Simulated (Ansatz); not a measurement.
Convergence study of the plane-wave cutoff for NaBr (I4mm, 2 atoms in the cell)

```yaml
crystal:
  lattice:
    - [0.00000, 2.97008, 2.97008]
    - [2.97008, 0.00000, 2.97008]
    - [2.97008, 2.97008, 0.00000]
  atoms:
    - { symbol: Na, position: [0.00842, 0.00842, 0.99158] }
    - { symbol: Br, position: [0.50000, 0.50000, 0.50000] }
```

Method: PBE (plane waves, PAW; Ansatz, an electronic-structure program).

Base settings: basis.ecutwfc = 420 eV; kpoints.mp_grid.grid = 7 7 7; hamiltonian.xc = pbe; hamiltonian.pseudopotentials = {kind: paw} (the program's default PAW files); scf.occupations.method = fermi_dirac; scf.occupations.width = 0.02 eV.

The second cell is the first with its lattice scaled by 0.98.

The mesh stays at the base's, so the ladder's end is converged at best in this setting alone.

The first pressure column holds Ansatz's estimate of the finite-basis (Pulay) stress, which hides part of the cutoff error; the other is without it.

Only quantities that move along the ladder and can be compared are tabulated.

The count of work is k-points × plane waves × bands × iterations; it is no time. 

The starting cell has typed, rounded lattice constants, without a prior relaxation at this level. Its lattice was rescaled by up to half a per cent. One atom was moved a little off its site on purpose.

| basis.ecutwfc | free energy less the last step's (meV/atom) | energy of the compressed cell less the first (meV/atom) | pressure (GPa) | pressure without the Pulay estimate (GPa) | largest difference of a force vector from the last step's (eV/Å) | count of work / last |
|---|---|---|---|---|---|---|
| 145 eV | 12854.59 | -81.53 | -0.31 | -261.28 | 0.037 | 0.041 |
| 170 eV | 5441.51 | -75.64 | -0.32 | -129.46 | 0.012 | 0.051 |
| 190 eV | 2690.37 | 32.94 | 1.19 | -72.23 | 0.008 | 0.065 |
| 210 eV | 1316.32 | 32.81 | 0.62 | -39.78 | 0.014 | 0.066 |
| 230 eV | 642.14 | 6.12 | 0.73 | -21.64 | 0.002 | 0.080 |
| 250 eV | 297.77 | 18.00 | 0.86 | -11.05 | 0.001 | 0.090 |
| 295 eV | 43.60 | 16.88 | 1.02 | -1.44 | 0.001 | 0.12 |
| 335 eV | 5.74 | 17.73 | 1.05 | 0.63 | 0.000 | 0.19 |
| 380 eV | 0.97 | 17.80 | 1.06 | 1.04 | 0.000 | 0.23 |
| 420 eV | 0.80 | 17.80 | 1.06 | 1.05 | 0.000 | 0.25 |
| 460 eV | 0.52 | 17.80 | 1.06 | 1.05 | 0.000 | 0.32 |
| 505 eV | 0.22 | 17.83 | 1.06 | 1.05 | 0.000 | 0.36 |
| 565 eV | 0.09 | 17.84 | 1.06 | 1.06 | 0.000 | 0.43 |
| 630 eV | 0.07 | 17.84 | 1.06 | 1.06 | 0.000 | 0.49 |
| 735 eV | 0.04 | 17.84 | 1.06 | 1.06 | 0.000 | 0.63 |
| 840 eV | 0.02 | 17.84 | 1.06 | 1.06 | 0.000 | 0.75 |
| 1010 eV | 0.00 | 17.84 | 1.06 | 1.06 | 0.000 | 1.0 |

Coarsest basis.ecutwfc that holds the pressure within 1 GPa of the last step, with all finer ones: 190 eV, at 0.065 of the last step's count of work; the step before is off by 1.4 GPa.

Coarsest basis.ecutwfc that holds the forces within 0.01 eV/Å of the last step, with all finer ones: 230 eV, at 0.080 of the last step's count of work; the step before is off by 0.014 eV/Å.

Coarsest basis.ecutwfc that holds the pressure without the Pulay estimate within 0.1 GPa of the last step, with all finer ones: 380 eV, at 0.23 of the last step's count of work; the step before is off by 0.43 GPa.

The energy difference between the two cells stays within 1 meV/atom of the last step's from 250 eV on, the total only from 380 eV on: much of the error is common to both cells and cancels.

Two neighbours can agree and both be off: 190 eV and 210 eV differ by 0.13 meV/atom in the energy of the compressed cell less the first, yet lie about 15 meV/atom from the last step.

At the lowest cutoff the pressure without the Pulay estimate lies 262 GPa under the last step's, the usual sign of Pulay stress in an incomplete plane-wave basis.

Keys are those of Ansatz 0.2.
